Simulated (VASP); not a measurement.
A run of VASP 6.6.1:

INCAR

```
SYSTEM = O
ALGO = Normal
EDIFF = 1E-6
ENCUT = 400
GGA = PS
ISIF = 2
ISMEAR = 0
ISPIN = 2
ISYM = 0
LASPH = .TRUE.
LCHARG = .FALSE.
LORBIT = 11
LREAL = .FALSE.
LWAVE = .FALSE.
MAGMOM = 1.1 1.1
NBANDS = 17
NELM = 60
NUPDOWN = 2
PREC = Accurate
SIGMA = 0.01
```

KPOINTS

```
k-points
0
G
  1 1 1
  0 0 0
```

POSCAR

```
O                                       
1.0
   11.6260970939      0.0000000000      0.0000000000
    0.0000000000     12.1260970939      0.0000000000
    0.0000000000      0.0000000000     12.6260970939
  O             
     2
Selective dynamics
Direct
     0.5484297130999991    0.5219067479999993    0.5038687910999968   F   F   F
     0.4495703837437242    0.4856070573261271    0.4959722951594220   T   T   T
```

Potentials or basis: VASP PAW PBE potentials, release 64 (O).

Run with:

```bash
$ cat potpaw_PBE.64/O/POTCAR > POTCAR
$ mpirun -np 4 vasp_gam > vasp.out
```

Hardware: 4 MPI ranks on AMD EPYC 7R13 Processor (Zen 3), on a shared host.

Task: How long does it take, and how much memory?

Result: It took 80 s on 4 MPI ranks on AMD EPYC 7R13 Processor (Zen 3) (shared host), peak memory 0.43 GiB a rank. Counts: scf iterations 25, k points 1.
